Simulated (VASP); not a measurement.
Runs of VASP 6.6.1 on TiO2 (Rutile). The structure is tetragonal, space group P4_2/mnm (No. 136). The conventional cell has a = 4.592 Å, b = 4.592 Å, c = 2.957 Å, α = 90.00°, β = 90.00°, γ = 90.00°. Ti (site symmetry mmm) is surrounded by 6 O at 1.95 to 1.98 Å. O (site symmetry m2m) is surrounded by 3 Ti at 1.95 to 1.98 Å. 

```csv
level,potentials or basis,gap on the mesh (eV),pressure (GPa),relaxed volume (Å³/atom)
PBE,"VASP PAW PBE potentials, release 64 (Ti_sv, O)",1.82,0.1,10.66
PBEsol,"VASP PAW PBE potentials, release 64 (Ti_sv, O)",1.83,0.0,(b)
LDA,"VASP PAW LDA potentials, release 64 (Ti_sv, O)",1.82,0.1,(a)
r2SCAN,"VASP PAW PBE potentials, release 64 (Ti_sv, O)",2.21,0.0,10.44
```

Alike in all rows: task relaxation of cell and atoms; no spin polarisation; cell relaxed; k mesh 7 × 7 × 10; cutoff (eV) 600; smearing fermi-dirac 0.05 eV.

Question: Estimate the missing entries.

Answer: (a) 10.09; (b) 10.34.

Caveats: an odd mesh through Γ misses points on the zone boundary, where band edges often lie; the PAW data sets were made with another functional, which shifts forces and pressure a little (some runs).

Not every run made on this cell is shown here.
